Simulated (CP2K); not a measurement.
Tc under changes of volume

One of the cells (14.830 Å³/atom); the others are scaled copies at fixed shape and fractional positions:

```
Tc
1.0
     2.75772    0.00000    0.00000
     1.37886    2.38825    0.00000
     1.37886    0.79608    2.25167
Tc
1
Cartesian
  0.0000 0.0000 0.0000
```

This isn't the form of Tc at room conditions, which is hcp.

| Property | Result |
| --- | --- |
| Program | CP2K 2026.2 |
| Functional | PBE |
| Potentials or basis | POTENTIAL_UZH Tc GTH-PBE-q15; TZVP-MOLOPT-PBE-GTH basis |
| Density cutoff | 6123 eV |
| k mesh | 12 × 12 × 12 |
| Occupations | fermi-dirac, width 0.05 eV |
| Spin | no spin polarisation |

```csv
volume (Å³/atom),energy over the lowest point (meV/atom),pressure (GPa)
13.940,37.57,17.4
14.237,12.42,9.9
14.533,0.36,3.3
14.830,0.00,-2.7
15.126,10.08,-8.0
15.423,29.50,-12.8
15.720,?,?
```

**Question.** What does the run at 15.720 Å³/atom give?

**Answer.** Energy over the lowest point 57.25 meV/atom; pressure -17.0 GPa.

Worked out: A Birch-Murnaghan fit of order 3 (a polynomial in V^(-2/3)) to the other rows has its minimum at 14.69 Å³/atom with B0 = V·E''(V) = 294 GPa and B' = 4.6. It gives 57.32 meV/atom at 15.720 Å³/atom, against the run's 57.25, and -dE/dV = -17.1 GPa, against -17.0.

Energies are extrapolated to zero smearing.

Caveats: the basis of atomic orbitals isn't converged, which shifts pressures, moduli and gaps.
